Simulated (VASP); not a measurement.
Wanted: the native input for a VASP 6.6.1 run.

| Item | Value |
| --- | --- |
| Task | relaxation of shape and atoms at fixed volume |
| Functional | PBE |
| Potentials or basis | VASP PAW PBE potentials, release 64 (Cd, Se) |
| Cutoff | 600 eV |
| k mesh | 9 × 9 × 4 |
| Occupations | gaussian, width 0.03 eV |
| Spin | no spin polarisation |
| Further INCAR settings | ALGO = Normal; EDIFF = 1e-07; IBRION = 2; EDIFFG = -0.01; NSW = 40; ISIF = 4 |

The structure of CdSe (Cadmoselite) lies in POSCAR:

```
CdSe                                    
1.0
    4.3003103943     -0.0000000000      0.0000000000
   -2.1501551972      3.7241780457      0.0000000000
    0.0000000000      0.0000000000      7.0183240883
  Cd              Se            
     2     2
Direct
     0.3333333332999970    0.6666666667000030    0.0045799279776138
     0.6666666667000030    0.3333333332999970    0.5045799279776138
     0.3333333332999970    0.6666666667000030    0.3804200720223842
     0.6666666667000030    0.3333333332999970    0.8804200720223843
```

The cell isn't the ideal one: a relaxed cell with its volume scaled by 0.94.

The input as run:

INCAR

```
SYSTEM = CdSe
ALGO = Normal ; EDIFF = 1E-7
EDIFFG = -0.01 ; ENCUT = 600
GGA = PE ; IBRION = 2
ISIF = 4 ; ISMEAR = 0
LASPH = .TRUE. ; LCHARG = .FALSE.
LREAL = .FALSE. ; LWAVE = .FALSE.
NELM = 80 ; NSW = 40
PREC = Accurate ; SIGMA = 0.03
```

KPOINTS

```
k-points
0
G
  9 9 4
  0 0 0
```

Potentials or basis: VASP PAW PBE potentials, release 64 (Cd, Se).

Run with:

```bash
$ cat potpaw_PBE.64/Cd/POTCAR potpaw_PBE.64/Se/POTCAR > POTCAR
$ mpirun -np 1 vasp_std > vasp.out
```

Results of the run:

```yaml
Pressure_after_relaxing: 3.2 GPa
Largest_force_after_relaxing: 0.009 eV/Å
Band_gap_on_the_k_mesh: 0.67 eV, direct
```

Caveat: the relaxation stopped at its first step, so nothing moved.

Wall time 75 s on 1 thread of Intel(R) Xeon(R) Platinum 8488C (Sapphire Rapids), with other jobs on the host, peak memory 0.31 GiB.
